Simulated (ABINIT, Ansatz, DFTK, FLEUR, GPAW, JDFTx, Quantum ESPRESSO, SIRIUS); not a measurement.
**FeO: net moment per atom by level of theory**

```xyz
2
Lattice="0.0000 2.1554 2.1554 2.1554 0.0000 2.1554 2.1554 2.1554 0.0000" Properties=species:S:1:pos:R:3 pbc="T T T"
Fe    0.0000    0.0000    0.0000
O     2.1554    2.1554    2.1554
```

| rung | level | program and potentials | cutoff (eV) | k mesh | smearing | task | core time | chip | net moment per atom (μB) | notes |
| --- | --- | --- | --- | --- | --- | --- | --- | --- | --- | --- |
| LDA | LDA | Ansatz, all-electron LAPW, scalar-relativistic | - | 11 × 11 × 11 | fermi-dirac 0.05 | band structure | 12 s | AMD EPYC 9R45 Zen 5 | 2.00 | - |
| GGA | PBE | Quantum ESPRESSO, SG15 PBE 1.2 | 1197 | 5 × 5 × 5 | fermi-dirac 0.05 | single point | 15 s | Arm Neoverse V2 | 2.01 | coarse mesh; 11 valence electrons an atom on average |
| GGA | PBEsol | Ansatz, PAW datasets made for the crystal | 400 | 11 × 11 × 11 | fermi-dirac 0.05 | band structure | 28 s | Arm Neoverse V1 | 2.00 | 11 valence electrons an atom on average |
| GGA + U (1 eV) | PBEsol+U (Fe d U = 1 eV) | GPAW, PAW data sets generated for this functional | 800 | 11 × 11 × 11 | fermi-dirac 0.05 | band structure | 64 s | Arm Neoverse V2 | 2.00 | 7 valence electrons an atom on average |
| GGA + U (6 eV) | PBEsol+U (Fe d U = 6 eV) | GPAW, PAW data sets generated for this functional | 800 | 11 × 11 × 11 | fermi-dirac 0.05 | band structure | 64 s | Arm Neoverse V2 | 2.01 | 7 valence electrons an atom on average |
| GGA + U (4 eV) | PBEsol+U (Fe d U = 4 eV) | GPAW, PAW data sets generated for this functional | 800 | 11 × 11 × 11 | fermi-dirac 0.05 | band structure | 65 s | Arm Neoverse V2 | 2.01 | 7 valence electrons an atom on average |
| GGA | PBE | Quantum ESPRESSO, JTH 2.0 PBE | 735 | 11 × 11 × 11 | fermi-dirac 0.05 | band structure | 67 s | Arm Neoverse V2 | 2.00 | 11 valence electrons an atom on average |
| LDA | LDA | ABINIT, PseudoDojo NC SR LDA v0.4.1 standard | 1252 | 8 × 8 × 8 | fermi-dirac 0.05 | single point | 73 s | Arm Neoverse V1 | 2.00 | 11 valence electrons an atom on average |
| GGA | PBEsol | SIRIUS, all-electron FP-LAPW, apw+lo standard | - | 11 × 11 × 11 | fermi-dirac 0.05 | single point | 1.9 min | Intel Xeon 6975P-C Granite Rapids | 2.00 | - |
| GGA | PBEsol | FLEUR, all-electron, FLAPW | - | 11 × 11 × 11 | fermi-dirac 0.05 | single point | 3.3 min | Arm Neoverse V1 | 2.00 | - |
| GGA | PBEsol | JDFTx, PseudoDojo-SR-PBEsol-0.4.1-standard with smoothed tails | 1225 | 11 × 11 × 11 | fermi-dirac 0.05 | single point | 4 min | Arm Neoverse V1 | 2.00 | 11 valence electrons an atom on average |
| GGA | PBEsol | DFTK, PseudoDojo SR PBEsol 0.4.1 standard (PBEsol) | 1225 | 11 × 11 × 11 | fermi-dirac 0.05 | single point | 6.8 min | Intel Xeon Platinum 8259CL Skylake/Cascade Lake | 2.00 | 11 valence electrons an atom on average |

Times are single runs on shared hosts and different chips, so they are rough; meshes, cutoffs and the tasks' sizes weigh on the time. All rows: collinear spin, ferromagnetic start. Smearing widths are in eV. The cell comes from a database and isn't always the measured one. For a metal such meshes aren't converged. Meshes differ between rows, which moves values too. Meshes are those of the run's cell of 2 atoms unless a note names another. A magnetic state is the one that its parallel start led to; the crystal's real order can differ. Runs on faulty files, with rough fits or with known faults for this quantity aren't shown. No row holds spin-orbit coupling.

By rung: LDA 2.00; GGA 2.00; GGA + U (1 eV) 2.00; GGA + U (6 eV) 2.01; GGA + U (4 eV) 2.01; GGA on coarse meshes 2.01 (μB).

The net moment stays at 2.00 to 2.01 μB per atom from LDA through GGA to the largest U. Since the average includes oxygen, the moment per formula unit is twice that, as expected for high-spin Fe(II). Exchange splitting outweighs the octahedral crystal field, so the majority d shell is full and the remaining d electron enters the minority t2g states. Once the spin polarisation is saturated, the total moment is fixed by electron count. A Hubbard term can then reshape the minority t2g states and alter Fe–O covalency while barely changing the total, which probably explains the insensitivity to U.

The finite net moment contrasts with the antiferromagnetic ground state of FeO, in which ferromagnetic (111) planes alternate in direction and cancel. A cell with a single Fe atom cannot host that order, so the disagreement stems from the cell rather than the functional. Nor does the near-integer moment separate a half-metal from an insulator, as both are compatible with a filled majority d shell.
